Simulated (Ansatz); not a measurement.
**YN: electron density at the nuclei under pressure**

```yaml
crystal:
  lattice:
    - [0.00000, 2.43850, 2.43850]
    - [2.43850, 0.00000, 2.43850]
    - [2.43850, 2.43850, 0.00000]
  atoms:
    - { symbol: Y, position: [0.00000, 0.00000, 0.00000] }
    - { symbol: N, position: [0.50000, 0.50000, 0.50000] }
```

Atoms are numbered in the order listed.

The cell is COD entry 9008768, as deposited and not checked against the literature; nothing was relaxed.

Level of theory: DFT, PBE, all-electron PAW with datasets made for the crystal, scalar-relativistic in Ansatz 0.2.0.

Settings: a Γ-centred 9×9×9 k mesh, Fermi–Dirac smearing of 0.03 eV, cutoff 280 eV (chosen by the program for this cell), no spin polarisation.

The contact density is the mean electron density over the nuclear volume; its changes follow the s electrons' response to bonding and compression. Changes below are taken from the unscaled cell, where it is 443961 e/Å³ at Y1, 1415.78 e/Å³ at N2.

Volumes at which the program chose other datasets or cutoffs are left out.

| V/V(cell) | P (GPa) | Δρ(0) Y1 (e/Å³) | Δρ(0) N2 (e/Å³) |
| --- | --- | --- | --- |
| 0.9400 | 15.0 | 0.75 | -0.07 |
| 0.9405 | 14.9 | 0.74 | -0.07 |
| 0.9600 | 10.6 | ? | -0.06 |
| 0.9800 | 6.6 | 0.24 | -0.03 |
| 0.9900 | 4.7 | ? | -0.02 |
| 1.0000 | 3.0 | 0.00 | 0.00 |
| 1.0100 | 1.3 | ? | 0.02 |

Question: Give the missing entry: row "0.9900", column "Δρ(0) Y1 (e/Å³)".

Answer: 0.12.

Question: What belongs in the row "1.0100", column "Δρ(0) Y1 (e/Å³)"?

Answer: -0.11.

Question: Give the missing entry: row "0.9600", column "Δρ(0) Y1 (e/Å³)".

Answer: 0.49.

The datasets are made afresh for each cell, so very small changes are uncertain.
